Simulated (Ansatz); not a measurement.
**C₃H₈S: a ladder of functionals and wavefunction methods**

One table from this session's results is given with a row withheld; the runs are named, their logs left out.

Program: Ansatz 0.2.0, Gaussian basis. Level of theory: functionals in def2-TZVPP, the program's frozen cores in correlated methods. These are calculated values, not measurements.

Plan: PBE-D4, r2SCAN-D4, PBE0-D4, B3LYP-D4, ωB97X-V, ωB97M-V, B2PLYP; CCSD(T)/def2-TZVPP; MP2/def2-QZVPP; extrapolation to the limit.

### The geometry

An earlier PBE0-D4 in a triple-zeta def2 set relaxation fixed the geometry.

SMILES `CCCS`, 12 atoms, charge 0, spin multiplicity 1.

Atoms are counted from 1 here; the program's logs count them from 0.

Bond lengths: C1–C2 1.519 Å, C1–H5 1.092 Å, C1–H6 1.093 Å, C1–H7 1.093 Å, C2–C3 1.518 Å, C2–H8 1.095 Å, C2–H9 1.095 Å, C3–S4 1.816 Å, C3–H10 1.092 Å, C3–H11 1.092 Å, S4–H12 1.342 Å. Angles: C2–C1–H5 111.1°, C2–C1–H6 111.2°, C2–C1–H7 111.2°, H5–C1–H6 107.7°, H5–C1–H7 107.7°, H6–C1–H7 107.7°, C1–C2–C3 111.9°, C1–C2–H8 110.0°, C1–C2–H9 110.0°, C3–C2–H8 109.2°, C3–C2–H9 109.2°, H8–C2–H9 106.4°, C2–C3–S4 109.2°, C2–C3–H10 110.2°, C2–C3–H11 110.2°, S4–C3–H10 109.4°, S4–C3–H11 109.4°, H10–C3–H11 108.5° and more.

Set-up of the first run:

in.yaml reads:

```yaml
crystal:
  periodic: [false, false, false]
  atoms:
    - {symbol: C, position_ang: [-0.060056, 1.494850, 0.642944]}
    - {symbol: C, position_ang: [0.226991, 0.470963, -0.442104]}
    - {symbol: C, position_ang: [-0.115692, -0.938838, 0.004000]}
    - {symbol: S, position_ang: [0.254636, -2.098885, -1.342820]}
    - {symbol: H, position_ang: [0.190843, 2.503624, 0.308551]}
    - {symbol: H, position_ang: [0.522204, 1.289304, 1.545229]}
    - {symbol: H, position_ang: [-1.117236, 1.490400, 0.921766]}
    - {symbol: H, position_ang: [-0.344629, 0.711495, -1.344299]}
    - {symbol: H, position_ang: [1.283848, 0.511676, -0.724885]}
    - {symbol: H, position_ang: [-1.175585, -1.006689, 0.258958]}
    - {symbol: H, position_ang: [0.470311, -1.208530, 0.885390]}
    - {symbol: H, position_ang: [-0.124636, -3.219172, -0.708930]}
basis:
  gaussian: {orbitals: def2-TZVPP}
hamiltonian: {xc: pbe, dispersion: d4}
output: {forces: true, orbitals: {seedname: orbitals}}
```

Launch:

```bash
> ansatz run in.yaml --threads 4 --pin off --events-out ev --progress --plain --max-ram 10444MiB
```

Steps of the session up to this table: PBE-D4 (GGA); r2SCAN-D4 (meta-GGA); PBE0-D4 (hybrid); B3LYP-D4 (hybrid); ωB97X-V (range-separated); ωB97M-V (range-separated); B2PLYP (double hybrid); CCSD(T) in def2-TZVPP; MP2 in def2-QZVPP.

One of the session's tables, all rows but one given; the rest of the session is left out.

It belongs to the step «Atomisation energies». 

```
            method  atomisation energy (kJ/mol)
            PBE-D4                       4521.7
         r2SCAN-D4                       4459.4
           PBE0-D4                            ?
          B3LYP-D4                       4451.3
           ωB97X-V                       4461.8
           ωB97M-V                       4468.2
            B2PLYP                       4404.4
     HF/def2-TZVPP                       3340.5
    MP2/def2-TZVPP                       4382.6
   CCSD/def2-TZVPP                       4301.4
CCSD(T)/def2-TZVPP                       4353.8
           MP2/CBS                       4481.6
       CCSD(T)/CBS                       4452.8
```

Estimate the missing values for PBE0-D4.

As computed: atomisation energy (kJ/mol): 4475.0. In the column «atomisation energy (kJ/mol)» it lies between ωB97M-V (4468.2) and MP2/CBS (4481.6).
